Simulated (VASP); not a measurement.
Write the native input for VASP 6.6.1 that does the following.

| Item | Value |
| --- | --- |
| Task | single point |
| Functional | PBE |
| Potentials or basis | VASP PAW PBE potentials, release 64 (Sc_sv) |
| Cutoff | 520 eV |
| k mesh | 20 × 20 × 20 |
| Occupations | gaussian, width 0.15 eV |
| Spin | no spin polarisation |
| Dipole correction | no |
| Further INCAR settings | ALGO = Fast; EDIFF = 1e-06; NBANDS = 12 |

The structure of Sc lies in POSCAR:

```
Sc
1.0
    0.0000000000      2.5486783803      1.8019156149
    2.5486783803      0.0000000000      1.8019156149
    2.5486783803      2.5486783803      0.0000000000
Sc
1
Direct
    0.0000000000      0.0000000000      0.0000000000
```

This isn't the form of Sc at room conditions, which is hcp.

The input as run:

INCAR

```
ALGO = Fast
EDIFF = 1E-6
ENCUT = 520
GGA = PE
ISIF = 2
ISMEAR = 0
LASPH = True
LCHARG = False
LREAL = False
LWAVE = False
NBANDS = 12
NELM = 100
PREC = Accurate
SIGMA = 0.15
```

KPOINTS

```
k-points
0
Gamma
  20 20 20
```

Potentials or basis: VASP PAW PBE potentials, release 64 (Sc_sv).

Command:

```sh
$ cat potpaw_PBE.64/Sc_sv/POTCAR > POTCAR
$ mpirun -np 1 vasp_std > vasp.out
```

Results of the run:

```yaml
Pressure: 3.6 GPa
Band_gap_on_the_k_mesh: none (metal or under the smearing width)
```

Wall time 87 s on 1 thread of Intel(R) Xeon(R) Platinum 8488C (Sapphire Rapids), on a shared host, peak memory 0.29 GiB.
